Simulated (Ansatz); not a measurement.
Wurtzite MgS, relaxed with r2SCAN in Ansatz: space group P6_3mc (No. 186), hexagonal; a = 4.029 Å, c = 6.454 Å in the conventional setting, 22.68 Å³ an atom. Mg has 4 S at 2.45–2.46 Å; S has 4 Mg at 2.45–2.46 Å. It was then strained (uniaxial along z, other directions held), atoms relaxed again within the symmetry left. Unstrained, HSE06 gives 4.533 eV (Γ, 6×6×4 mesh), and the band edges keep their places in every row. Stress is positive in compression. The cell comes from a prototype generator: it can be a known phase or a hypothetical one. Spin polarisation is off.

Axes as in this cell:
```
CELL_PARAMETERS angstrom
4.02863 0.00000 0.00000
-2.01431 3.48889 0.00000
0.00000 0.00000 6.45439
ATOMIC_POSITIONS crystal
Mg 0.33333 0.66667 0.99713
Mg 0.66667 0.33333 0.49713
S 0.33333 0.66667 0.37787
S 0.66667 0.33333 0.87787
```

| strain (%) | ε | ΔE_g, HSE06 (eV) | Δσ_zz, r2SCAN (GPa) |
| --- | --- | --- | --- |
| -2.72 | -0.0272 | +0.029 | +2.33 |
| +0.5 | +0.0050 | -0.008 | -0.44 |
| +4.0 | +0.0400 | -0.194 | -3.50 |

**Question.** Fit ΔE_g = a x + b x² to these rows by least squares, with x = ε.

**Answer.** The normal equations take Σx² = 2.365e-03, Σx³ = 4.400e-05, Σx⁴ = 3.108e-06, ΣxΔE = -8.589e-03 and Σx²ΔE = -2.891e-04, and give a = -2.58 eV, b = -56.5 eV; the largest residual is 0.006 eV.

**Question.** Fit the change of σ_zz in the same way.

**Answer.** Δσ_zz = -86.4 x + (-27) x² GPa. The slope, 86 GPa, is C₃₃ in these axes.

**Question.** Predict the withheld row at +2.06 % (x = +0.0206).

**Answer.** ΔE_g ≈ -2.58 × (+0.0206) + (-56.5) × (+0.0206)² = -0.077 eV, and Δσ_zz ≈ -1.79 GPa. The runs give -0.040 eV and -1.80 GPa, off by +0.037 eV and -0.01 GPa. The gap misses by more than the fit's residuals, so the curve isn't a clean parabola there.

The meshes of the hybrids are coarse, so their gaps aren't converged to the digits shown.
